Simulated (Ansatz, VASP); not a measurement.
One calculation of Re, two programs

```
CELL_PARAMETERS angstrom
2.76639 0.00000 0.00000
-1.38319 2.39576 0.00000
0.00000 0.00000 8.93885
ATOMIC_POSITIONS crystal
Re 0.66667 0.33333 0.75000
Re 0.00000 0.00000 0.50000
Re 0.33333 0.66667 0.25000
Re 0.00000 0.00000 0.00000
```

Alike in both runs: functional PBEsol; k mesh 8 × 8 × 2; occupations fermi-dirac, width 0.05 eV; no spin polarisation.

|  | VASP | Ansatz |
| --- | --- | --- |
| version | VASP 6.6.1 | Ansatz 0.2.0 |
| potentials or method | VASP PAW PBE potentials, release 64 (Re), cutoff 520 eV | all-electron LAPW, scalar-relativistic |
| task | single point | band structure |

|  | VASP | Ansatz | Ansatz less VASP |
| --- | --- | --- | --- |
| gap on the k mesh at the Fermi level (eV) | none | none | - |
| pressure (GPa) | -6.9 | -6.6 | +0.28 |
| largest component of the traceless stress (GPa) | 1.07 | 1.04 | -0.035 |

A gap of «none» marks a metal or a gap that the smearing closes. Ansatz ran all-electron here, so the differences hold the error of VASP's frozen core and of both bases.

Caveats: the PAW data sets were made with another functional, which shifts forces and pressure a little (VASP); the k mesh is thin for a metal, which can move the energy by tens of meV per atom (Ansatz); spin-orbit coupling is left out, which moves the levels of the heavy elements (Ansatz). The runs have no spin-orbit coupling, so splittings on Re are missing.
